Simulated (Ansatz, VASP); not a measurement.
**One calculation of Al, two programs**

```
Al
1.0
    -1.60713    1.60713    1.59122
     1.60713   -1.60713    1.59122
     1.60713    1.60713   -1.59122
Al
1
Direct
  0.00000 0.00000 0.00000
```

Change from the starting cell: strain +0.0100 x Voigt [1, 1, 0, 0, 0, 0], atoms carried along.

Alike in both runs: task single point; functional PBEsol; k mesh 20 × 20 × 20; occupations gaussian, width 0.15 eV; no spin polarisation.

|  | VASP | Ansatz |
| --- | --- | --- |
| version | VASP 6.6.1 | Ansatz 0.2.0 |
| potentials or method | VASP PAW PBE potentials, release 64 (Al) | scalar-relativistic, plane waves, PAW |
| plane-wave cutoff (eV) | 520 | 420 |
| valence electrons in the cell | 3 | 3 |

VASP gave:

```
gap on the k mesh at the Fermi level (eV)       : none
pressure (GPa)                                  : 0.7
largest component of the traceless stress (GPa) : 0.28
```

**Question.** Which values does Ansatz return?

**Answer.** gap on the k mesh at the Fermi level (eV): none; pressure (GPa): 0.6; largest component of the traceless stress (GPa): 0.27.

A gap of «none» marks a metal or a gap that the smearing closes. The functional is the same, so the differences come from potentials, cutoffs and numerics.

Caveats: the PAW data sets were made with another functional, which shifts forces and pressure a little (VASP).
